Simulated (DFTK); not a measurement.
**Equation of state of Na under BLYP**

Symmetry: Im-3m, No. 229, cubic system. The conventional cell has a = 4.282 Å, b = 4.282 Å, c = 4.282 Å, α = 90.00°, β = 90.00°, γ = 90.00°. Na (site symmetry m-3m) has 8 Na at 3.71 Å as nearest neighbours.

The cell was scaled at fixed shape and fractions and run with DFTK, PseudoDojo SR PBE 0.4.1 standard (PBE), cutoff 1197 eV; BLYP, k mesh 6 × 6 × 6 on the cell of 1 atom, fermi-dirac occupations of 0.05 eV, no spin polarisation, no spin-orbit coupling. The potentials were made for PBE. Energies are those that the program minimises, any entropy of the smearing included. For a metal such a mesh isn't converged to the digits shown.

| V (Å³/atom) | energy over the lowest row (meV/atom) |
| --- | --- |
| 36.9010 | 0.446 |
| 37.6861 | 0.000 |
| 38.4712 | 0.280 |
| 39.2564 | 1.203 |
| 40.0415 | 2.723 |
| 40.8266 | ? |
| 41.6117 | 7.299 |

Q: Fit the third-order Birch-Murnaghan form, give V0, B0 and B′, and predict the energy left open.

A: With y = (V0/V)^(2/3), E = E0 + (9 V0 B0/16) [(y - 1)³ B′ + (y - 1)² (6 - 4y)]. Least squares through the rows shown give V0 = 37.7648 Å³/atom, E0 = -0.002 meV, B0 = 7.001 GPa (1 eV/Å³ = 160.218 GPa) and B′ = 3.91, with a largest miss of 0.003 meV. At V = 40.8266 the form with these constants gives 4.770 meV; the run gave 4.770 meV an atom.
